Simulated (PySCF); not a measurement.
From one molecule to another.

First species: Fluoroform, CHF3.
Z-matrix (Å and degrees, GFN2-xTB geometry), rows numbered from 1:
```
F 
C   1  1.3278
F   2  1.3277  1  108.40
F   2  1.3277  1  108.42  3   117.49
H   2  1.1039  1  110.51  3  -121.25
```

Second species: C5H12P2.
InChI=1S/C5H12P2/c1-4-5-7(2,3)6/h4H,1-2,5-6H2,3H3/t7-/m0/s1

Levels: CAM-B3LYP/def2-SVPD for dipole moment, HOMO energy, LUMO energy, HOMO–LUMO gap, static isotropic polarisability and electronic spatial extent ⟨r²⟩ about the centre of nuclear charge; TDDFT CAM-B3LYP/def2-SVPD for lowest singlet excitation; TDA CAM-B3LYP/def2-SVPD for lowest triplet excitation (Tamm–Dancoff). Geometries: GFN2-xTB. Each structure is a single optimised conformer of the isolated species, non-relativistic unless stated; the electronic structure was computed with PySCF and density fitting.

Dipoles, sizes and rotational constants follow the conformer. The torsions of the flexible species, by atom-mapped SMILES:
- `[CH2:1]=[CH:2][CH2:3][P@:4](=[CH2:5])([CH3:6])[PH2:7]`: C1–C2–C3–P4 108°, C2–C3–P4–C5 -76°, H–P7–P4–C3 173°, H–P7–P4–C3 -95°

Values for the first species:

- Dipole moment: 1.67 D
- HOMO energy: -13.08 eV
- LUMO energy: 1.31 eV
- HOMO–LUMO gap: 14.39 eV
- Lowest singlet excitation: 10.99 eV
- Lowest triplet excitation (Tamm–Dancoff): 10.39 eV
- Static isotropic polarisability: 18.3 au
- Electronic spatial extent ⟨r²⟩ about the centre of nuclear charge: 208 bohr²

Problem. Estimate the same properties for the second species, and the change in each.

Solution. 
```
                                                         property      first      second  second less first
                                                    dipole moment     1.67 D      1.90 D            +0.23 D
                                                      HOMO energy  -13.08 eV    -6.41 eV           +6.67 eV
                                                      LUMO energy    1.31 eV     0.71 eV           -0.60 eV
                                                    HOMO–LUMO gap   14.39 eV     7.12 eV           -7.27 eV
                                        lowest singlet excitation   10.99 eV     4.60 eV           -6.39 eV
                         lowest triplet excitation (Tamm–Dancoff)   10.39 eV     3.19 eV           -7.20 eV
                                  static isotropic polarisability    18.3 au    122.2 au          +103.9 au
electronic spatial extent ⟨r²⟩ about the centre of nuclear charge  208 bohr²  1294 bohr²        +1086 bohr²
```

On the first: S1 lies 3.40 eV below the HOMO–LUMO gap; its leading configuration is HOMO→LUMO, weight 0.96. No computed singlet falls in the visible range (750 to 380 nm, 1.65 to 3.26 eV); S1 lies 7.73 eV above its blue end.

On the second: In wavenumbers S1 is 37100 cm⁻¹ (1 eV = 8065.54 cm⁻¹). The dipole equals about 6.3 × 10⁻³⁰ C·m (1 D = 3.33564 × 10⁻³⁰ C·m).
